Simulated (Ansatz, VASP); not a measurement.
## Two plane-wave programs on CuI (Marshite)

File INCAR:

```
SYSTEM = CuI
  PREC = Accurate
  ENCUT = 520
  EDIFF = 1E-6
  ISMEAR = 0
  SIGMA = 0.02
  LREAL = .False.
  LASPH = .True.
  NELM = 100
  ALGO = Normal
  ISIF = 2
  LWAVE = .False.
  LCHARG = .True.
  GGA = PE
  LELF = .True.
  LVHAR = .True.
  NBANDS = 16
```

The input KPOINTS:

```
Automatic mesh
0
Gamma
  8 8 8
  0 0 0
```

File POSCAR:

```
CuI
1.0
    0.0000000000      3.0390034059      3.0390034059
    3.0390034059      0.0000000000      3.0390034059
    3.0390034059      3.0390034059      0.0000000000
Cu I
1 1
Direct
    0.2500000000      0.2500000000      0.2500000000
    0.0000000000      0.0000000000      0.0000000000
```

Input for Ansatz:

```yaml
crystal:
  lattice:
    - [0.0, 3.0390034059, 3.0390034059]
    - [3.0390034059, 0.0, 3.0390034059]
    - [3.0390034059, 3.0390034059, 0.0]
  atoms:
    - { symbol: Cu, position: [0.25, 0.25, 0.25] }
    - { symbol: I, position: [0.0, 0.0, 0.0] }
basis:
  ecutwfc: 420
kpoints:
  mp_grid: { grid: [8, 8, 8] }
  band_path:
    path:
      - [[0.0, 0.0, 0.0], [-0.5, -0.5, 0.0], [-0.375, -0.375, 0.25]]
      - [[-0.375, 0.0, 0.375], [0.0, 0.0, 0.0], [0.0, 0.0, 0.5], [-0.5, -0.25, 0.25], [-0.5, -0.5, 0.0]]
    npoints: 14
hamiltonian:
  xc: pbe
scf:
  occupations: { method: gaussian, width: 0.02 }
  n_extra_bands: 6
output:
  forces: true
  stress: true
  eigenvalues: true
  populations: true
  dos: { projected: true, de: 0.02, nscf_kmesh: { grid: [12, 12, 12] } }
  bader: true
  write_density: true
  write_potential: true
  elf: true
  volumetric_format: npy
```

Alike in both runs: task single point; functional PBE; k mesh 8 × 8 × 8; occupations gaussian, width 0.02 eV; no spin polarisation.

```csv
,VASP,Ansatz
version,VASP 6.6.1,Ansatz 0.2.0
potentials or method,"VASP PAW PBE potentials, release 64 (Cu, I)","scalar-relativistic, plane waves, PAW"
plane-wave cutoff (eV),520,420
valence electrons in the cell,18,36
```

Ansatz gave:

```
gap on the k mesh at the Fermi level (eV) : 1.10
least direct gap on the mesh (eV)         : 1.10
pressure (GPa)                            : 0.0
```

Problem. Which values does VASP return?

Solution. gap on the k mesh at the Fermi level (eV): 1.12; least direct gap on the mesh (eV): 1.12; pressure (GPa): 0.0.

The two sets of potentials don't hold the same shells in valence.

Caveats: spin-orbit coupling is left out, which moves the levels of the heavy elements.
